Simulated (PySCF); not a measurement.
Screening by computed properties: pick the candidate that meets the target.

All species are isolated and taken at one optimised geometry (atoms past krypton carry core potentials, spin–orbit coupling is left out). Electronic properties by PySCF.

Dipoles, sizes and rotational constants follow the conformer. The torsions of the flexible species, by atom-mapped SMILES:
- `[NH2:1][c:2]1[cH:3][cH:4][cH:5][cH:6][cH:7]1`: H–N1–C2–C3 -160°, H–N1–C2–C3 -22°
- `[Cl:1][GeH2:2][NH:3][GeH3:4]`: Cl1–Ge2–N3–Ge4 -71°

The conformers of `F[C@H]1CCCCO1` aren't listed.

Question: Wanted: dipole moment between 1.3 D and 2.6 D (CAM-B3LYP/def2-SVPD) and vertical ionisation energy above 10 eV (ΔSCF CAM-B3LYP/def2-SVPD), at PBE0-D3(BJ)/def2-SVP geometries. Which candidate meets both?
A. `[SiH3]c1ccco1`
B. `[H][Bi]([H])[C](F)(F)F`
C. `C#CC(F)F`
D. `Nc1ccccc1`

Answer: C. Computed values:
```
               species  dipole moment  vertical ionisation energy
         [SiH3]c1ccco1         1.05 D                     8.81 eV
             Nc1ccccc1         1.65 D                     7.87 eV
              C#CC(F)F         2.28 D                    11.60 eV
[H][Bi]([H])[C](F)(F)F         2.96 D                    10.36 eV
```

Question: Wanted: HOMO–LUMO gap between 8.4 eV and 8.9 eV (CAM-B3LYP/def2-SVPD) and static isotropic polarisability above 50 au (CAM-B3LYP/def2-SVPD), at PBE0-D3(BJ)/def2-SVP geometries. Which candidate meets both?
A. `F[C](F)([BiH2])F`
B. `[SiH3]c1ccco1`
C. `C#CC(F)F`
D. `[Cl][GeH2][NH][GeH3]`
E. `Nc1ccccc1`
F. `F[C@H]1CCCCO1`

Answer: B. Computed values:
```
             species  HOMO–LUMO gap  static isotropic polarisability
           Nc1ccccc1        8.08 eV                          78.5 au
       [SiH3]c1ccco1        8.79 eV                          76.1 au
    F[C](F)([BiH2])F        9.04 eV                          64.1 au
[Cl][GeH2][NH][GeH3]        9.62 eV                          82.8 au
       F[C@H]1CCCCO1       10.61 eV                          62.0 au
            C#CC(F)F       11.17 eV                          36.5 au
```

Question: Wanted: HOMO energy above -9.2 eV (CAM-B3LYP/def2-SVPD) and lowest triplet excitation (Tamm–Dancoff) above 4.5 eV (TDA CAM-B3LYP/def2-SVPD), at PBE0-D3(BJ)/def2-SVP geometries. Which candidate meets both?
A. `F[C@H]1CCCCO1`
B. `C#CC(F)F`
C. `[Cl][GeH2][NH][GeH3]`
D. `NC1=CC=CC=C1`

Answer: C. Computed values:
```csv
species,HOMO energy,lowest triplet excitation (Tamm–Dancoff)
C#CC(F)F,-10.32 eV,5.18 eV
F[C@H]1CCCCO1,-9.35 eV,7.60 eV
[Cl][GeH2][NH][GeH3],-9.01 eV,5.79 eV
NC1=CC=CC=C1,-7.13 eV,3.88 eV
```
